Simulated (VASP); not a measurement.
From VASP inputs to Ansatz: AgCl (strained rocksalt)

INCAR

```
PREC = Accurate
LCHARG = .FALSE.
EDIFF = 1E-7
LASPH = .TRUE.
GGA = PE
SIGMA = 0.02
ISMEAR = -1
NELM = 120
NBANDS = 16
ISIF = 2
LREAL = .FALSE.
ENCUT = 520
NSW = 0
IBRION = -1
LWAVE = .FALSE.
```

KPOINTS

```
KPOINTS created by Atomic Simulation Environment
0
Gamma
8 8 8
0 0 0
```

KPOINTS_OPT

```
special points
8
Reciprocal
0.0000000000 0.0000000000 0.0000000000 1
0.5000000000 0.0000000000 0.5000000000 1
0.6250000000 0.2500000000 0.6250000000 1
0.3750000000 0.3750000000 0.7500000000 1
0.5000000000 0.5000000000 0.5000000000 1
0.5000000000 0.2500000000 0.7500000000 1
0.0375000000 0.0375000000 0.0750000000 1
0.0000000000 0.0000000000 0.5000000000 1
```

POSCAR

```
Ag Cl
 1.0000000000000000
     0.0000000000000000    2.7731838141999998    2.7731838141999998
     2.8638669248999999    0.0000000000000000    2.7731838141999998
     2.8638669248999999    2.7731838141999998    0.0000000000000000
 Ag  Cl
   1   1
Cartesian
  0.0000000000000000  0.0000000000000000  0.0000000000000000
  2.8638669248999999  2.7731838141999994  2.7731838141999994
```

VASP ran with the recommended PBE PAW datasets (18 valence electrons in the cell).

Question: Write an Ansatz input for this cell and level of theory.

Answer: 

```yaml
crystal:
  lattice:
    - [0.0, 2.7731838142, 2.7731838142]
    - [2.8638669249, 0.0, 2.7731838142]
    - [2.8638669249, 2.7731838142, 0.0]
  atoms:
    - { symbol: Ag, position: [0.0, 0.0, 0.0] }
    - { symbol: Cl, position: [0.5, 0.5, 0.5] }
kpoints:
  mp_grid: { grid: [8, 8, 8] }
  band_path:
    path:
      - [0.0, 0.0, 0.0]
      - [0.5, 0.0, 0.5]
      - [0.625, 0.25, 0.625]
      - [0.375, 0.375, 0.75]
      - [0.5, 0.5, 0.5]
      - [0.5, 0.25, 0.75]
      - [0.0375, 0.0375, 0.075]
      - [0.0, 0.0, 0.5]
    npoints: 1
hamiltonian:
  xc: pbe
scf:
  occupations: { method: fermi_dirac, width: 0.02 }
  n_extra_bands: 4
output:
  forces: true
  stress: true
  eigenvalues: true
```

Other inputs would serve too.

|  | VASP | Ansatz |
| --- | --- | --- |
| gap between bands v and c | 0.83 eV | 0.83 eV |
| least direct gap | 2.91 eV | 2.91 eV |
| pressure | 0.1 GPa | 0.2 GPa |

The two codes use different PAW datasets and cutoffs. VASP's cell holds 18 valence electrons and Ansatz's 26. Ansatz's stress includes a Pulay correction; VASP's doesn't.
